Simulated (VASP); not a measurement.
# SiC: convergence, relaxation of the cell

SiC, F-43m (no. 216), 2 atoms in the cell. R2SCAN; PAW potentials Si, C (PBE set). VASP 6.6.1. The cell is changed on purpose: volume scaled by 0.95.

Wanted: cell volume within 0.2 %; lattice lengths within 0.1 %; shortest distances from each atom, periodic images included within 0.005 Å.

What the run is for: cell; Accuracy asked: standard.

The series start from Plane-wave cutoff (eV): 600; k-point mesh: 7 × 7 × 7; Relaxation passes: 2; Ionic threshold (EDIFFG): -0.005; Electronic threshold (eV): 1e-6; Precision mode (PREC): Accurate; Relaxation algorithm: IBRION=2 POTIM=0.5. Each series keeps the choices made before it, and each single choice may use up half of a tolerance. Times cover all steps of a run.

## Plane-wave cutoff (eV)

| Plane-wave cutoff (eV) | Cell volume (Å³) | Lattice lengths, largest deviation against the largest value | Shortest distances from each atom, periodic images included, largest deviation (Å) | Time (s) |
|---|---|---|---|---|
| 400 | 20.56 | 0.13 % | 0.0025 | 172 |
| 460 | 20.65 | 0.0026 % | 0.0001 | 199 |
| 520 | 20.65 | 0.0023 % | 0.0000 | 163 |
| 600 | 20.63 | 0.02 % | 0.0004 | 248 |
| 700 | 20.63 | 0.02 % | 0.0004 | 319 |
| 840 (reference) | 20.65 | 0 % | 0.0000 | 406 |

Chosen: 460, the loosest value from which every tighter one stays within half of the tolerance.

## k-point mesh

| k-point mesh | Cell volume (Å³) | Lattice lengths, largest deviation against the largest value | Shortest distances from each atom, periodic images included, largest deviation (Å) | Time (s) |
|---|---|---|---|---|
| 4 × 4 × 4 | 20.68 | 0.046 % | 0.0009 | 149 |
| 5 × 5 × 5 | 20.66 | 0.013 % | 0.0003 | 137 |
| 6 × 6 × 6 | 20.65 | 0.0039 % | 0.0001 | 165 |
| 7 × 7 × 7 | 20.65 | 0.0016 % | 0.0000 | 199 |
| 9 × 9 × 9 | 20.65 | 0.00032 % | 0.0000 | 236 |
| 11 × 11 × 11 (reference) | 20.65 | 0 % | 0.0000 | 453 |

Chosen: 5 × 5 × 5.

## Relaxation passes

| Relaxation passes | Cell volume (Å³) | Lattice lengths, largest deviation against the largest value | Shortest distances from each atom, periodic images included, largest deviation (Å) | Time (s) |
|---|---|---|---|---|
| 1 | 20.64 | 0.023 % | 0.0004 | 125 |
| 2 | 20.66 | 0 % | 0.0000 | 137 |
| 3 (reference) | 20.66 | 0 % | 0.0000 | 203 |

Chosen: 1.

## Ionic threshold (EDIFFG)

| Ionic threshold (EDIFFG) | Cell volume (Å³) | Lattice lengths, largest deviation against the largest value | Shortest distances from each atom, periodic images included, largest deviation (Å) | Time (s) |
|---|---|---|---|---|
| -0.05 | 20.66 | 0.022 % | 0.0004 | 56 |
| -0.02 | 20.66 | 0.022 % | 0.0004 | 58 |
| -0.01 | 20.66 | 0.022 % | 0.0004 | 58 |
| -0.005 | 20.64 | 0.0075 % | 0.0001 | 125 |
| -0.002 (reference) | 20.65 | 0 % | 0.0000 | 119 |

Chosen: -0.05.

## Electronic threshold (eV)

| Electronic threshold (eV) | Cell volume (Å³) | Lattice lengths, largest deviation against the largest value | Shortest distances from each atom, periodic images included, largest deviation (Å) | Time (s) |
|---|---|---|---|---|
| 0.0001 | 20.66 | 0.0042 % | 0.0001 | 34 |
| 1e-5 | 20.66 | 0.00032 % | 0.0000 | 43 |
| 1e-6 | 20.66 | 0 % | 0.0000 | 56 |
| 1e-7 (reference) | 20.66 | 0 % | 0.0000 | 72 |

Chosen: 0.0001.

## Precision mode (PREC)

| Precision mode (PREC) | Cell volume (Å³) | Lattice lengths, largest deviation against the largest value | Shortest distances from each atom, periodic images included, largest deviation (Å) | Time (s) |
|---|---|---|---|---|
| Normal | 20.66 | 0.0055 % | 0.0001 | 29 |
| Accurate (reference) | 20.66 | 0 % | 0.0000 | 34 |

Chosen: Normal.

## Relaxation algorithm

| Relaxation algorithm | Cell volume (Å³) | Lattice lengths, largest deviation against the largest value | Shortest distances from each atom, periodic images included, largest deviation (Å) | Time (s) |
|---|---|---|---|---|
| IBRION=2 POTIM=0.5 | 20.66 | 0 % | 0.0000 | 29 |
| IBRION=2 POTIM=0.2 | 20.65 | 0.0094 % | 0.0002 | 23 |
| IBRION=1 POTIM=0.5 | 20.69 | 0.056 % | 0.0011 | 19 |
| IBRION=1 POTIM=0.2 | 20.65 | 0.023 % | 0.0004 | 21 |

Chosen: IBRION=1 POTIM=0.2; it saves 7.6 s of 29, so IBRION=2 POTIM=0.5 would do nearly as well.

## All choices together

| Input | Cell volume (Å³) | Lattice lengths, largest deviation against the largest value | Shortest distances from each atom, periodic images included, largest deviation (Å) | Time (s) |
|---|---|---|---|---|
| the program's defaults (naive) | 20.55 | 0.15 % | 0.0029 | 14 |
| chosen settings | 20.65 | 0.0029 % | 0.0001 | 21 |
| reference settings throughout | 20.64 | 0 % | 0.0000 | 1046 |

The tolerance is met.

Values of the reference run: Lattice lengths: 3.079, 3.079, 3.079 Å; Shortest distances from each atom, periodic images included: 1.886, 1.886, 1.886, 1.886, 1.886, 1.886, 1.886, 1.886 Å.

## The input

INCAR.step1:
```
SYSTEM = SiC
METAGGA = R2SCAN
ISMEAR = 0
SIGMA = 0.03
LWAVE = .FALSE.
LCHARG = .FALSE.
NSW = 80
PREC = Normal
LASPH = .TRUE.
LREAL = .FALSE.
ALGO = Normal
EDIFF = 1E-4
NELM = 120
GGA_COMPAT = .FALSE.
IBRION = 1
ISIF = 3
EDIFFG = -0.05
NELMIN = 4
ENCUT = 460
EFERMI = MIDGAP
LMIXTAU = .TRUE.
POTIM = 0.2
```

INCAR.step2, as INCAR.step1 but for:
```
- NSW = 80
- IBRION = 1
- ISIF = 3
- EDIFFG = -0.05
- NELMIN = 4
- POTIM = 0.2
+ ISIF = 2
```

KPOINTS:
```
Automatic mesh
0
Gamma
  5 5 5
  0 0 0
```

POSCAR.step1:
```
SiC
1.0
    0.0000000000      2.1420606605      2.1420606605
    2.1420606605      0.0000000000      2.1420606605
    2.1420606605      2.1420606605      0.0000000000
Si C
1 1
Direct
    0.0000000000      0.0000000000      0.0000000000
    0.7500000000      0.7500000000      0.7500000000
```

Commands (each step's output is kept before the next begins):
```
cat potpaw_PBE.64/Si/POTCAR potpaw_PBE.64/C/POTCAR > POTCAR
cp INCAR.step1 INCAR
cp POSCAR.step1 POSCAR
mpirun -np 1 vasp_std > vasp.out
cp CONTCAR POSCAR
cp INCAR.step2 INCAR
mpirun -np 1 vasp_std > vasp.out
```

The chosen input took VASP 6.6.1 21 s on 1 core (Intel Xeon Platinum 8259CL @ 2.50GHz (Skylake/Cascade Lake)), a shared host.

## An input that fails: too few ionic steps

It gives no converged result.

Changes against the starting input:
```
- NSW = 80
- NELM = 120
+ NSW = 2
+ NELM = 61
```
